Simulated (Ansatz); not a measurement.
# Starting-point dependence of the GW gap of LiBr (Fm-3m)

How much of the starting functional survives in the G0W0 gap of LiBr (Fm-3m)?

Calculated with Ansatz 0.2.0; G0W0 on several functionals, plane waves, PAW.

In doubt: masses and optical values from hybrid runs of this build are listed as unsure (steps 3, 4), which bears on the screening that GW takes from such a start.

### Step 1. Starting point

Symmetry: Fm-3m, No. 225, cubic system. The conventional cell has a = 5.501 Å, b = 5.501 Å, c = 5.501 Å, α = 90.00°, β = 90.00°, γ = 90.00°. Nearest to Li lie 6 Br at 2.75 Å. Br has 6 Li at 2.75 Å nearest. Farther neighbours and most contacts between anions are not listed.

The cell and positions come from the Crystallography Open Database and are kept as given unless a step says otherwise.

### Step 2. G0W0 on PBE

Now the one-shot GW correction: screening in the RPA, then the self-energy of the levels asked for. This step takes PAW set soft_1 files.

This step: G0W0 on PBE, plane waves, PAW; PAW set soft_1.

Contents of input.yaml:

```yaml
crystal:
  lattice:
    - [0.0, 2.75065, 2.75065]
    - [2.75065, 0.0, 2.75065]
    - [2.75065, 2.75065, 0.0]
  atoms:
    - { symbol: Li, position: [0.0, 0.0, 0.0] }
    - { symbol: Br, position: [0.5, 0.5, 0.5] }
kpoints:
  mp_grid: { grid: [6, 6, 6] }
hamiltonian:
  xc: pbe
  pseudopotentials: { kind: paw, azcp: { folder: soft_1 } }
scf:
  occupations: { method: fixed }
gw:
  n_empty_bands: 124
  ecut_chi: 120
  qp_bands: [v2, c2]
  qp_kpoints: band_edges
  screening: { model: contour_deformation }
```

Command:

```bash
> ansatz run input.yaml --threads 24 --pin off --max-ram 82944MiB --backend cuda --events-out ev --progress --plain --runs-dir out --devices 1 --max-vram 78GiB
```

Numbers of over 12 decimals in the logs are rounded to 6 here.

Output:

```text
GPUs: using 1 of 1 available (devices: 1).
Engine: ansatz 0.2.0, aarch64-unknown-linux-gnu
Pseudopotentials: kind: paw
Pseudopotential: Li, paw, valence charge 3, recommended cutoff 420 eV (normal), soft_1/Li.paw.azcp
Pseudopotential: Br, paw, valence charge 7, recommended cutoff 420 eV (normal), soft_1/Br.paw.azcp
Functional definition: PBE
  parameter kappa = 0.804
  parameter beta = 0.066725
  exchange = pbe_x(kappa = kappa, mu = beta*pi^2/3)
  correlation = pbe_c(beta = beta)
device memory: the entry about to start is reckoned to put 0.4 GiB on a device that reports 172.3 GiB free (of which the cap on the GPU budget leaves the run 78.0 GiB)
GPU FFT provider: cuFFT
GPU libraries: cuBLAS 13.8.1, cuFFT 12.4.0, cuSOLVER 12.3.2
GPU matrix products: emulated (plane waves: as basis.precision tells), large ones in fixed point in workspaces of 1.00 GiB
Crystal: 2 atoms, lattice volume = 41.623 Å³
Basis set: ecut = 420 eV, 869 PW (Γ)
Bands: 9, of which v1, the nominal top of the filled ones, is band 5 counted from 1 (4 counted from 0)
Symmetry: 48 space group operations
Space group: Fm-3m (ITA 225), of the structure as read, at distance tolerance 3.5e-5 Å
k-points: 16 of 216
Non-local potential: Li, projectors of the file, l = 0: 3, l = 1: 2, l = 2: 1
Non-local potential: Br, projectors of the file, l = 0: 2, l = 1: 2, l = 2: 2
PAW form: soft (Blöchl's): semilocal exchange-correlation on the pseudo side does not see the compensation charge
PAW one-centre angular grid: Li, 110 points (default); XC on 96 Gauss nodes
PAW one-centre angular grid: Br, 110 points (default); XC on 64 Gauss nodes
Initial density: superposition of atomic densities (chi_scale 0.1, normalization cell, long waves kept (reshape's long-wave potential 0.00 eV rms))
Initial wavefunctions: pseudopotential atomic-orbital guess
GPU buffer pool allocated for 19683 grid points (all kernels)
GPU transforms: local potential and band sums: pruned to the plane-wave sphere, on 25×25×25
Functional: x = pbe(κ = 0.804, μ = 0.219515), c = pbe(β = 0.066725)
SCF iter   1: F=—  HF=-2990.973075 eV  |F-HF|=—  |Δ(HF+E_count)|=         —  Δρ=2.41e-2  dr2=1.80e-1  ethr=3.10e-3  ⟨swp⟩=4.4  Hψ=814  notcnv=0  defer=15
preconditioner: auto → none  [insulator: Δε(μ)=4.559 eV  Ē_g=12.601 eV  n_scr=8 (ndim 8)  ℏωp=16.3 eV  f_vac=0.000  ε∞_Penn≈2.7]
SCF iter   2: F=—  HF=-2990.967079 eV  |F-HF|=—  |Δ(HF+E_count)|=   6.00e-3  Δρ=1.14e-2  dr2=3.57e-2  ethr=1.80e-3  ⟨swp⟩=2.0  Hψ=313  notcnv=0  defer=23
SCF iter   3: F=—  HF=-2990.972950 eV  |F-HF|=—  |Δ(HF+E_count)|=   5.87e-3  Δρ=2.09e-3  dr2=1.41e-3  ethr=3.57e-4  ⟨swp⟩=3.0  Hψ=262  notcnv=0  defer=25
SCF iter   4: F=—  HF=-2990.973229 eV  |F-HF|=—  |Δ(HF+E_count)|=   2.79e-4  Δρ=3.11e-4  dr2=3.45e-5  ethr=1.41e-5  ⟨swp⟩=2.4  Hψ=232  notcnv=0  defer=28
SCF iter   5: F=—  HF=-2990.973283 eV  |F-HF|=—  |Δ(HF+E_count)|=   5.39e-5  Δρ=2.73e-5  dr2=4.69e-7  ethr=3.45e-7  ⟨swp⟩=2.0  Hψ=230  notcnv=0  defer=28
SCF iter   6: F=-2990.973283 eV  HF=-2990.973283 eV  |F-HF|=3.16e-9  |Δ(HF+E_count)|=   3.50e-7  Δρ=2.99e-6  dr2=3.38e-9  ethr=1.00e-9  ⟨swp⟩=5.3  Hψ=667  notcnv=0
SCF 1 converged in 6 iterations: F = -2990.973283 eV  dr2 = 3.38e-9
  greatest PAW one-centre occupation: 1.000 electrons in one spin orbital (limit 2), on the Li atom at site 0 (counted from 0), in its partial waves of l = 0
device memory: the entry about to start is reckoned to put 0.5 GiB on a device that reports 172.4 GiB free (of which the cap on the GPU budget leaves the run 78.0 GiB)
NSCF: frozen V_eff on 16 k-points, pencils in batches of 32, up to order 36
the band table was solved once the SCF had ended and its energy, with any forces and stress, was formed, with the checks that follow a solve (1104 applications of the Hamiltonian). They found nothing against the state; the energy, forces and stress were not computed again (output.eigenvalues in the input reference)
device memory: the entry about to start is reckoned to put 9.3 GiB on a device that reports 171.8 GiB free (of which the cap on the GPU budget leaves the run 78.0 GiB)
NSCF: frozen V_eff on 16 k-points
G₀W₀ screening: q 1/16
[... further progress lines ...]
device memory: the entry about to start is reckoned to put 0.3 GiB on a device that reports 167.6 GiB free (of which the cap on the GPU budget leaves the run 78.0 GiB)
NSCF: frozen V_eff on 1 k-points
device memory: the entry about to start is reckoned to put 0.3 GiB on a device that reports 167.6 GiB free (of which the cap on the GPU budget leaves the run 78.0 GiB)
NSCF: frozen V_eff on 1 k-points
SCF converged after 6 iterations
Free energy (F): -2990.973283 eV
Harris-Foulkes:  -2990.973283 eV  (|F-HF|=3.16e-9)
Internal energy: -2990.973283 eV  (E = F + TS)
E sigma→0 (E₀):  -2990.973283 eV
Fermi energy:    2.048908 eV
--- Per-component energies (eV) ---
  E_band       = -102.075589
  E_kinetic    = 148.479770
  E_local      = -299.620432  (includes V_loc(G=0)·N_el)
  E_nonlocal   = 31.635602
  E_hartree    = 80.707069
  E_xc         = -206.616337
  E_vxc        = -121.403347  (∫ρ·V_xc dr)
  E_paw        = -2337.634103  (= ΣΔE_a)
  E_vpaw       = -22.582275  (= ΣTr[D̂ρ^β])
  E_aug_tail   = 0.000252  (compensation charges beyond the density's cutoff)
  E_ewald      = -407.925104
  E_smearing   = -0.000000  (= −TS)
  E_closure    = 0.000000  (closes the sum)
  Σ components = -2990.973283   (vs F -2990.973283, Δ=0.00e0)
--- Band table (eV; the first three rows and the last of 16) ---
  k-point 0: bands = ["-42.3408", "-11.3835", "2.0489", "2.0489", "2.0489", "6.9876", "12.5616", "12.5616", "12.5616"]
  k-point 1: bands = ["-42.3406", "-11.2745", "1.1111", "1.9778", "1.9778", "7.7677", "11.6253", "12.0165", "12.0165"]
  k-point 2: bands = ["-42.3401", "-11.0398", "-0.2579", "1.8475", "1.8475", "7.9179", "10.6518", "10.6518", "12.5709"]
  k-point 15: bands = ["-42.3395", "-10.7261", "-0.4803", "0.3660", "0.9111", "9.1991", "10.3668", "11.8354", "12.5943"]
--- G₀W₀: contour deformation, 6 samples at zero and on the imaginary axis and 3 off it, 216 q-points, 124 empty bands' worth ---
  eigenvalues of the whole cell's RPA ε∞ on this k-mesh (on a slab, of 1 + 4πα/V) = 3.1639, 3.1639, 3.1639; static W/v taken at q = 0 is 0.316068
  bands read: the sum over 129 bands ends inside a degenerate multiplet in 2 slots, whose members it reads at an even weight; the widest, k=0: bands 128 to 130 (counted from 1) at 2/3 each
  gw.qp_kpoints: band_edges: 12 of 16 stored k-points solved, in 1 pass; an edge of the gap read off the rows below is read off those points alone
    valence top: of the k-points left out ik 5 came nearest to being solved in a further pass, in band 4 (counted from 1, as in the quasiparticle table): it holds the edge there only if its correction is more favourable than any solved in that band by at least 0.564 eV; those differ by 0.188 eV
    conduction bottom: of the k-points left out ik 11 came nearest to being solved in a further pass, in band 6 (counted from 1, as in the quasiparticle table): it holds the edge there only if its correction is more favourable than any solved in that band by at least 1.816 eV; those differ by 0.133 eV
    ik  band        ε_KS         Σx   Σc(E_QP)       V_xc       Z   E_QP_lin       E_QP  E_QP is
     0     4      2.0489   -19.8568     2.0988   -16.2632  0.8007     0.5306     0.5541  root
     0     5      2.0489   -19.8568     2.0988   -16.2632  0.8007     0.5306     0.5541  root
     0     6      6.9876    -6.2597    -3.5011   -10.3967  0.8384     7.6267     7.6235  root
     0     7     12.5616    -4.3974    -3.9375    -9.0857  0.8226    13.3192    13.3125  root
     1     4      1.9778   -19.8081     2.1169   -16.1853  0.8003     0.4477     0.4719  root
     1     5      1.9778   -19.8081     2.1169   -16.1853  0.8003     0.4477     0.4719  root
     1     6      7.7677    -6.3665    -3.5750   -10.6220  0.8345     8.4522     8.4483  root
     1     7     11.6253    -4.7398    -3.9499    -9.4092  0.8207    12.3509    12.3449  root
     2     4      1.8475   -19.7434     2.1524   -16.0642  0.7995     0.2955     0.3208  root
     2     5      1.8475   -19.7434     2.1524   -16.0642  0.7995     0.2955     0.3208  root
     2     6      7.9179    -4.9236    -3.5381    -9.1055  0.8384     8.5652     8.5618  root
     2     7     10.6518    -3.8332    -3.8842    -8.5428  0.8279    11.4843    11.4772  root
     3     4      1.7877   -19.7239     2.1692   -16.0184  0.7991     0.2256     0.2514  root
     3     5      1.7877   -19.7239     2.1692   -16.0184  0.7991     0.2256     0.2514  root
     3     6      7.6756    -4.6144    -3.4738    -8.7059  0.8405     8.2963     8.2932  root
     3     7     10.1588    -3.8343    -3.7970    -8.4482  0.8311    10.9822    10.9757  root
     4     4      1.7271   -19.4832     2.1701   -15.7761  0.7988     0.1640     0.1901  root
     4     5      1.7271   -19.4832     2.1701   -15.7761  0.7988     0.1640     0.1901  root
     4     6      8.3103    -7.0705    -3.6411   -11.4365  0.8298     9.0397     9.0351  root
     4     7     11.1245    -3.9051    -3.7611    -8.2839  0.8302    11.7461    11.7423  root
     6     4      1.1216   -18.7615     2.2751   -14.8897  0.7956    -0.5057    -0.4750  root
     6     5      1.5356   -19.3827     2.2187   -15.6003  0.7976    -0.0558    -0.0280  root
     6     6      8.6327    -5.0341    -3.5893    -9.2999  0.8350     9.3131     9.3091  root
     6     7     10.0211    -4.6682    -3.7940    -9.2541  0.8280    10.8193    10.8131  root
[...]
12     4      0.9134   -18.7946     2.3785   -14.7816  0.7931    -0.7544    -0.7211  root
    12     5      0.9134   -18.7946     2.3785   -14.7816  0.7931    -0.7544    -0.7211  root
    12     6      8.2910    -4.9996    -3.5521    -9.2253  0.8345     8.9685     8.9646  root
    12     7      9.1660    -3.9342    -3.4572    -7.9178  0.8398     9.6948     9.6925  root
    14     4      0.2888   -18.0684     2.5072   -13.8781  0.7887    -1.4334    -1.3944  root
    14     5      1.2181   -19.0038     2.2812   -15.1248  0.7958    -0.4100    -0.3797  root
    14     6      9.7268    -4.6929    -3.7983    -9.2420  0.8294    10.4832    10.4777  root
    14     7      9.9356    -5.2927    -3.7754    -9.8403  0.8259    10.7137    10.7077  root
```

The job ended after 3.7 s (1 × NVIDIA GB200 (shared by 2 runs) with 24 threads of Arm Neoverse V2, shared host; peak memory 1.1 GiB; 12 s of CPU time).

In the SCF lines HF is the Harris–Foulkes energy and dr2 the Hartree energy of the density residual, in eV; the loop may stop once dr2 is under the threshold and the program's other checks hold. Hψ counts applications of the Hamiltonian.

Numbers from this step:

```yaml
bands_summed: 129
rpa_eps_infinity_on_this_mesh_eigenvalues: 3.164, 3.164, 3.164
plane_waves_in_the_screening_matrix: 137
q_points_in_the_mesh: 216
g0w0_gap_on_the_mesh: 7.069 eV
k_of_the_valence_top: 0, 0, 0
k_of_the_conduction_bottom: 0, 0, 0
starting_gap_on_the_mesh: 4.939 eV
z_at_the_valence_top: 0.8007
z_at_the_conduction_bottom: 0.8384
least_direct_g0w0_gap_on_the_computed_points: 7.069 eV
```

The gap on the mesh goes from 4.94 eV to 7.07 eV, a correction of +2.13 eV. Between the two edge states, bare exchange in place of the xc potential would open the gap by 7.73 eV, and correlation takes back 5.60 eV.

### Step 3. G0W0 on HSE06

One-shot GW remembers its start. Another functional's orbitals and levels show by how much.

This step: G0W0 on HSE06, plane waves, PAW; PAW set soft_1.

Edit input.yaml of step 2 so:

```diff
@@ -11,3 +11,3 @@
 hamiltonian:
-  xc: pbe
+  xc: hse06
   pseudopotentials: { kind: paw, azcp: { folder: soft_1 } }
```

Output:

```text
GPUs: using 1 of 1 available (devices: 1).
[...]
davidson cushion auto → on  (no smearing: the cushion is to keep the highest requested band from converging to the state above it; pin scf.eigensolver.cushion to override)
[...]
Crystal: 2 atoms, lattice volume = 41.623 Å³
Basis set: ecut = 420 eV, 869 PW (Γ)
Bands: 9, of which v1, the nominal top of the filled ones, is band 5 counted from 1 (4 counted from 0)
[... 1 set-up line as in the run before ...]
[...]
k-points: 16 of 216
[...]
SCF iter   1: F=—  HF=-2990.968026 eV  |F-HF|=—  |Δ(HF+E_count)|=         —  Δρ=2.43e-2  dr2=1.87e-1  ethr=1.00e-1  ⟨swp⟩=5.4  Hψ=550  notcnv=0
[...]
SCF iter   2: F=—  HF=-2990.961103 eV  |F-HF|=—  |Δ(HF+E_count)|=   6.92e-3  Δρ=1.15e-2  dr2=3.58e-2  ethr=1.87e-3  ⟨swp⟩=3.7  Hψ=429  notcnv=0
[...]
SCF iter   3: F=-2990.967456 eV  HF=-2990.967225 eV  |F-HF|=2.31e-4  |Δ(HF+E_count)|=   6.12e-3  Δρ=2.05e-3  dr2=1.19e-3  ethr=1.15e-5  ⟨swp⟩=2.2  Hψ=768  notcnv=0
SCF 1 stopped early in 3 iterations: F = -2990.967456 eV  dr2 = 1.19e-3
[...]
Exchange kernel: α = 0.2500, screened, ω = 0.2079 Å⁻¹, Wigner–Seitz truncation, v(0) = 1046.4882 eV·Å³, q-mesh 6×6×6, nearest image of the exchange supercell L = 23.34 Å, pair-density grid 15×15×15, without the augmentation charges, whose exchange is taken in its separable form by FFT convolution over the k-point mesh (sized by the pseudopotential files, 24×24×24 at the most), smooth part of the exact exchange by density-matrix convolution in up to 1.98 GiB of GPU memory as planned if the GPU has room (build and FFT work areas not counted)
Frozen-core exchange: fock
SCF iter   1: F=—  HF=-2993.050470 eV  |F-HF|=—  |Δ(HF+E_count)|=         —  Δρ=4.15e-3  dr2=4.36e-3  ethr=1.19e-4  ⟨swp⟩=4.6  Hψ=563  notcnv=0
[...]
SCF iter   2: F=—  HF=-2993.050639 eV  |F-HF|=—  |Δ(HF+E_count)|=   1.69e-4  Δρ=1.76e-3  dr2=9.75e-4  ethr=3.97e-5  ⟨swp⟩=2.0  Hψ=352  notcnv=0
[...]
SCF iter   5: F=-2993.052308 eV  HF=-2993.052308 eV  |F-HF|=2.29e-7  |Δ(HF+E_count)|=   1.48e-5  Δρ=2.63e-5  dr2=5.80e-7  ethr=2.98e-9  ⟨swp⟩=4.1  Hψ=565  notcnv=0
SCF 2 stopped early in 5 iterations: F = -2993.052308 eV  dr2 = 5.80e-7
hybrid outer 1: dexx = +1.934e-3 eV, tail = 5.18e-6 eV
[...]
SCF 3 converged in 2 iterations: F = -2993.052425 eV  dr2 = 1.07e-8
hybrid outer 2: dexx = +5.337e-8 eV, tail = 2.51e-8 eV, Δε = 1.50e-3 eV (about 1.08e-4 eV left of the loop's levels)
[...]
0     4      1.2302   -19.8655     1.8186   -17.0820  0.8253     0.2581     0.2652  root
     0     5      1.2302   -19.8655     1.8186   -17.0820  0.8253     0.2581     0.2652  root
     0     6      7.3822    -6.1120    -3.3496    -9.9666  0.8576     7.8888     7.8872  root
     0     7     13.0394    -4.3091    -3.6613    -8.5232  0.8459    13.5946    13.5921  root
     1     4      1.1521   -19.8155     1.8331   -17.0100  0.8249     0.1724     0.1797  root
     1     5      1.1521   -19.8155     1.8331   -17.0100  0.8249     0.1724     0.1797  root
     1     6      8.1803    -6.1556    -3.4095   -10.0979  0.8544     8.7149     8.7131  root
     1     7     12.0934    -4.6014    -3.6823    -8.8073  0.8437    12.6193    12.6170  root
[...]
14     4     -0.6541   -18.1775     2.1470   -14.9393  0.8152    -1.7569    -1.7453  root
    14     5      0.3375   -19.0605     1.9664   -16.0587  0.8211    -0.7071    -0.6979  root
    14     6     10.1812    -4.5882    -3.5615    -8.7080  0.8504    10.7418    10.7395  root
    14     7     10.3809    -5.1067    -3.5322    -9.2254  0.8478    10.9701    10.9675  root
```

Run time: 9.9 s. Hardware: 1 × NVIDIA GB200 (shared by 2 runs) with 24 threads; peak memory 1.2 GiB.

Numbers from this step:

```yaml
bands_summed: 129
rpa_eps_infinity_on_this_mesh_eigenvalues: 2.800, 2.800, 2.800
plane_waves_in_the_screening_matrix: 137
q_points_in_the_mesh: 216
g0w0_gap_on_the_mesh: 7.622 eV
k_of_the_valence_top: 0, 0, 0
k_of_the_conduction_bottom: 0, 0, 0
starting_gap_on_the_mesh: 6.152 eV
z_at_the_valence_top: 0.8253
z_at_the_conduction_bottom: 0.8576
least_direct_g0w0_gap_on_the_computed_points: 7.622 eV
```

Against the run with 6×6×6 mesh, 124 empty bands, screening to 120 eV, PAW set soft_1 files on PBE, the gap moves by +0.55 eV, while the start moved by +1.21 eV.

### Step 4. G0W0 on PBE0

This step: G0W0 on PBE0, plane waves, PAW; PAW set soft_1.

Edit input.yaml of step 3 so:

```diff
@@ -11,3 +11,3 @@
 hamiltonian:
-  xc: hse06
+  xc: pbe0
   pseudopotentials: { kind: paw, azcp: { folder: soft_1 } }
```

Output:

```text
GPUs: using 1 of 1 available (devices: 1).
[...]
Crystal: 2 atoms, lattice volume = 41.623 Å³
Basis set: ecut = 420 eV, 869 PW (Γ)
Bands: 9, of which v1, the nominal top of the filled ones, is band 5 counted from 1 (4 counted from 0)
[... 1 set-up line as in the run before ...]
[...]
k-points: 16 of 216
[...]
1     5      0.7694   -19.8137     1.7245   -17.3836  0.8348     0.0604     0.0637  root
     1     6      8.5012    -6.1586    -3.3135    -9.7768  0.8626     8.8064     8.8059  root
     1     7     12.4464    -4.5893    -3.5662    -8.4371  0.8531    12.7285    12.7280  root
[...]
14     4     -1.0688   -18.1724     2.0152   -15.3433  0.8262    -1.8881    -1.8826  root
    14     5     -0.0579   -19.0597     1.8485   -16.4465  0.8314    -0.8269    -0.8226  root
    14     6     10.5279    -4.5880    -3.4537    -8.3572  0.8589    10.8440    10.8434  root
    14     7     10.7392    -5.0955    -3.4223    -8.8528  0.8566    11.0748    11.0741  root
```

Run time: 8 s. Hardware: 1 × NVIDIA GB200 (shared by 2 runs) with 24 threads; peak memory 1.3 GiB.

This step gave:

- bands summed: 129
- RPA ε∞ on this mesh (eigenvalues): 2.688, 2.688, 2.688
- plane waves in the screening matrix: 137
- G0W0 gap on the mesh: 7.826 eV
- k of the valence top: 0, 0, 0
- k of the conduction bottom: 0, 0, 0
- starting gap on the mesh: 6.842 eV
- least direct G0W0 gap on the computed points: 7.826 eV

Against the run with 6×6×6 mesh, 124 empty bands, screening to 120 eV, PAW set soft_1 files on HSE06, the gap moves by +0.20 eV, while the start moved by +0.69 eV.

### Step 5. Side by side

All on the 6×6×6 mesh with 124 empty bands and screening to 120 eV. Times are wall times on 1 × NVIDIA GB200 (shared by 2 runs) with 24 threads of Arm Neoverse V2, shared host, good to a factor of about two.

```csv
start,starting gap (eV),shift (eV),G0W0 gap (eV),RPA ε∞ (harmonic mean),"Z (valence, conduction)",time
PBE,4.94,+2.13,7.07,3.16,"0.80, 0.84",3.7 s
HSE06,6.15,+1.47,7.62,2.80,"0.83, 0.86",9.9 s
PBE0,6.84,+0.98,7.83,2.69,"0.84, 0.87",8 s
```

The parts of the quasiparticle energy at the two band edges (eV; QP = start + Σx + Σc − Vxc):

```csv
run,edge,start,Σx,Σc,Vxc,Z,QP
PBE,valence top,2.05,-19.86,2.10,-16.26,0.80,0.55
PBE,conduction bottom,6.99,-6.26,-3.50,-10.40,0.84,7.62
HSE06,valence top,1.23,-19.87,1.82,-17.08,0.83,0.27
HSE06,conduction bottom,7.38,-6.11,-3.35,-9.97,0.86,7.89
PBE0,valence top,0.85,-19.86,1.71,-17.45,0.84,0.15
PBE0,conduction bottom,7.69,-6.12,-3.26,-9.67,0.87,7.98
```

For a hybrid start, Vxc holds its share of exact exchange.

### Step 6. Summary of results

| Property | Result |
| --- | --- |
| G0W0@PBE | 7.07 eV (start 4.94 eV) |
| G0W0@HSE06 | 7.62 eV (start 6.15 eV) |
| G0W0@PBE0 | 7.83 eV (start 6.84 eV) |
| known limits | not at the basis limit; no spin-orbit coupling |

The starting gaps span 1.90 eV and the G0W0 gaps 0.76 eV. Between PBE and PBE0, 0.76 eV of the 1.90 eV survives, 40 %. PBE0 screens less than PBE (ε∞ 2.69 against 3.16). Of the 0.76 eV by which its G0W0 gap is higher, the correlation part gives +0.63 eV, and exchange with the one-particle terms, which follow the orbitals, +0.13 eV. The smallest correction, +0.98 eV, is on PBE0, the start nearest to reproducing itself. Bands and cutoff are finite, so the gap is not at the basis limit. The miss can reach some tenths of an eV and take either sign; the mesh is an error of its own. The many-body steps are scalar-relativistic: spin-orbit coupling is not in them.

[Paths, hosts, dates, memory and timing lines, banners, echoed tables and standing remarks are left out of the program output.]

[Logs are printed without paths, hosts, clocks, repeated set-up lines and the standing remarks that a program may print on its own settings, such as how far it seeks lower states.]

[Runs of the session that timed out or met a known fault of the program may be left out.]

[Cells called generated may have been cut or substituted from an entry of the Crystallography Open Database or the Materials Project.]

[Hosts, paths, dates, database ids (printed as entryN), source tags and the programs' standing remarks are cut or masked in the printed files.]
